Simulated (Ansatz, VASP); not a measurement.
# ZrB2: VASP beside Ansatz

```
Zr B
1.0
     3.17551    0.00000    0.00000
    -1.58776    2.75008    0.00000
     0.00000    0.00000    3.53169
Zr B
1 2
Cartesian
  0.0000 0.0000 0.0000
  0.0000 1.8334 1.7658
  1.5878 0.9167 1.7658
```

Change from the starting cell: volume scaled by 1.01.

Alike in both runs: task single point; functional LDA; k mesh 12 × 12 × 9; occupations fermi-dirac, width 0.05 eV; no spin polarisation.

|  | VASP | Ansatz |
| --- | --- | --- |
| version | VASP 6.6.1 | Ansatz 0.2.0 |
| potentials or method | VASP PAW LDA potentials, release 64 (Zr_sv, B), cutoff 520 eV | all-electron LAPW, scalar-relativistic |

Ansatz gave:

* pressure (GPa): -9.5
* largest component of the traceless stress (GPa): 0.97

**Question.** What did VASP give for the same quantities?

**Answer.** Pressure (GPa): -9.1; largest component of the traceless stress (GPa): 0.97.

Ansatz ran all-electron here, so the differences hold the error of VASP's frozen core and of both bases.
